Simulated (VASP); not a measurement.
# Cl: single point with PBE+D3(BJ)

Cl:

```
Cl
1.0
     8.43433    0.00000    0.00000
     0.00000    8.43433    0.00000
     0.00000    0.00000    8.43433
Cl
16
Cartesian
  3.3006 5.9344 6.3893
  3.0351 5.7336 4.3687
  8.1045 2.2318 7.0779
  8.2782 2.3117 5.0425
  1.4452 4.1653 0.1714
  2.7212 5.4792 1.0790
  3.6680 2.2501 6.5818
  4.8545 0.7211 5.9901
  4.5145 7.4425 2.2702
  5.0301 8.0931 0.4022
  1.5242 0.4388 2.0730
  -0.0398 1.7372 1.9819
  6.4522 6.5181 5.3190
  7.9603 6.8557 4.0185
  4.8624 2.6209 2.7566
  6.1540 3.7749 1.7426
```

The cell was built by a generator and needn't be a form met in nature.

```json
{
  "Program": "VASP 6.6.1",
  "Task": "single point",
  "Functional": "PBE",
  "Dispersion": "D3(BJ)",
  "Potentials or basis": "VASP PAW PBE potentials, release 64 (Cl)",
  "Cutoff": "520 eV",
  "k mesh": "1 × 1 × 1",
  "Occupations": "fermi-dirac, width 0.05 eV",
  "Spin": "no spin polarisation"
}
```

```
Pressure                   : -1.0 GPa
Largest force              : 0.391 eV/Å
Band gap on the k mesh     : 2.58 eV, direct
Dispersion energy per atom : -0.111 eV
```

Forces in eV/Å, atoms in the order of the input:
```
Cl   0.001 -0.013 -0.229
Cl   0.004 -0.013  0.165
Cl   0.079 -0.084 -0.043
Cl  -0.024 -0.085  0.135
Cl   0.065  0.071  0.083
Cl  -0.050 -0.063 -0.101
Cl   0.151 -0.163 -0.099
Cl  -0.165  0.189  0.073
Cl   0.123  0.097 -0.239
Cl  -0.066 -0.038  0.200
Cl  -0.198  0.155  0.001
Cl   0.137 -0.066  0.013
Cl   0.249  0.051 -0.267
Cl  -0.271 -0.033  0.279
Cl   0.118  0.169 -0.138
Cl  -0.153 -0.174  0.168
```

Stress tensor (GPa, compression positive):
```
-0.61  0.23  0.02
 0.23 -0.49 -0.14
 0.02 -0.14 -1.90
```

Levels at points of the mesh, in eV from the valence-band top:
```tsv
k point	band 53	band 54	band 55	band 56	band 57	band 58	band 59	band 60
(0.00, 0.00, 0.00)	-0.07	-0.03	-0.02	0.00	2.58	2.63	2.70	2.75
```

Wall time 45 s on 1 thread of Intel(R) Xeon(R) 6975P-C (Granite Rapids) (shared host), peak memory 0.51 GiB.
